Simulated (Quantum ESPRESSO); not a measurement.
Runs of Quantum ESPRESSO 7.5 on Si2Ni. Symmetry: Fm-3m, No. 225, cubic system. The conventional cell has a = 5.406 Å, b = 5.406 Å, c = 5.406 Å, α = 90.00°, β = 90.00°, γ = 90.00°. Ni (site symmetry m-3m) is surrounded by 8 Si at 2.34 Å. Si (site symmetry -43m) has 4 Ni at 2.34 Å as nearest neighbours. 

| task | level | potentials or basis | spin | U | cell | k mesh | cutoff (eV) | smearing | iterations | mixing beta | k mesh for the Wannier functions | dos occupations | start of the occupations | gap on the mesh (eV) | pressure (GPa) | moment (μB) |
| --- | --- | --- | --- | --- | --- | --- | --- | --- | --- | --- | --- | --- | --- | --- | --- | --- |
| Wannier functions | PBE | GBRV 1.5 PBE | collinear, ferromagnetic start | - | as given | 7 × 7 × 7 | 612 | fermi-dirac 0.05 eV | 0 | 0.3 | 5 × 5 × 5 | - | - | none | 3.1 | 0.00 |
| phonons | PBE | JTH 2.0 PBE | collinear, ferromagnetic start | - | relaxed | 6 × 6 × 6 | 680 | cold 0.272 eV | - | 0.3 | - | - | - | none | - | 0.00 |
| energy-loss spectrum | PBEsol | GBRV 1.5 PBE | off | - | as given | 6 × 6 × 6 | 612 | cold 0.136 eV | 200 | 0.5 | - | - | - | none | -0.6 | - |
| Wannier functions | PBE | PseudoDojo 0.4.1 SR PBE standard | collinear, ferromagnetic start | - | as given | 7 × 7 × 7 | 1333 | fermi-dirac 0.05 eV | - | 0.3 | 4 × 4 × 4 | - | - | none | 3.1 | 0.00 |
| single point | PBE | SSSP 1.3 efficiency PBE | collinear, ferromagnetic start | - | as given | 9 × 9 × 9 | 748 | fermi-dirac 0.05 eV | - | 0.3 | - | - | - | none | 4.1 | 0.00 |
| phonons | PBEsol | GBRV 1.5 PBEsol | collinear, ferromagnetic start | - | relaxed | 8 × 8 × 8 | 612 | cold 0.272 eV | - | 0.3 | - | - | - | none | 0.0 | 0.00 |
| projected density of states | BLYP+D2 | PseudoDojo 0.5 SR PBE stringent | collinear, ferromagnetic start | - | as given | 9 × 9 × 9 | 1415 | gaussian 0.05 eV | - | 0.3 | - | tetrahedra_opt | - | none | (a) | 0.00 |
| Hubbard U by linear response | PBE+U | GBRV 1.5 PBE | collinear, ferromagnetic start | Ni d U = 3.5 eV | as given | 8 × 8 × 8 | 612 | cold 0.272 eV | - | 0.3 | - | - | default | none | 3.3 | 0.00 |
| phonons | LDA | GBRV 1.5 LDA | collinear, ferromagnetic start | - | relaxed | 8 × 8 × 8 | 612 | cold 0.136 eV | - | 0.3 | - | - | - | none | -0.1 | 0.00 |

Question: Estimate the missing entries.

Answer: (a) 5.1.

Caveats: the potentials were made for another functional, which shifts forces and pressure (some runs); the mesh is thin for the phonons of a metal (some runs); the cutoff lies well under what these potentials need, so the values aren't converged (some runs); the wave vector is under the mesh spacing, so the intraband response is poorly sampled (some runs); the Lanczos chain is short for so many electrons, so humps in the spectrum may be artefacts (some runs); the Wannier minimisation didn't converge (some runs); pairwise dispersion overbinds metals, which lowers pressure and volume (some runs).

A k mesh can miss the band edges.

A gap of «none» marks a metal or a gap under the smearing width.

Not every run made on this cell is shown here.
